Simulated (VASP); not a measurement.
A run of VASP 6.6.1:

File INCAR:

```
ALGO = Fast
EDIFF = 1E-7
ENCUT = 520
GGA = PS
ISIF = 2
ISMEAR = 0
LASPH = T
LCHARG = F
LREAL = F
LWAVE = F
NBANDS = 16
NELM = 60
PREC = Accurate
SIGMA = 0.05
```

File KPOINTS:

```
k-points
0
Gamma
  10 10 10
```

The input POSCAR:

```
NbP
1.0
    0.0000000000      2.7448589176      2.7448589176
    2.7448589176      0.0000000000      2.7448589176
    2.7448589176      2.7448589176      0.0000000000
Nb P
1 1
Direct
    0.0000000000      0.0000000000      0.0000000000
    0.2500000000      0.2500000000      0.2500000000
```

Potentials or basis: VASP PAW PBE potentials, release 64 (Nb_sv, P).

Run with:

```console
$ cat potpaw_PBE.64/Nb_sv/POTCAR potpaw_PBE.64/P/POTCAR > POTCAR
$ mpirun -np 1 vasp_std > vasp.out
```

Hardware: 1 thread of Intel(R) Xeon(R) Platinum 8375C CPU @ 2.90GHz (Ice Lake) (shared host).

Question: How long does it take, and how much memory?

Answer: It took 79 s on 1 thread of Intel(R) Xeon(R) Platinum 8375C CPU @ 2.90GHz (Ice Lake) (shared host), peak memory 0.18 GiB. Counts: scf iterations 28, k points 47.
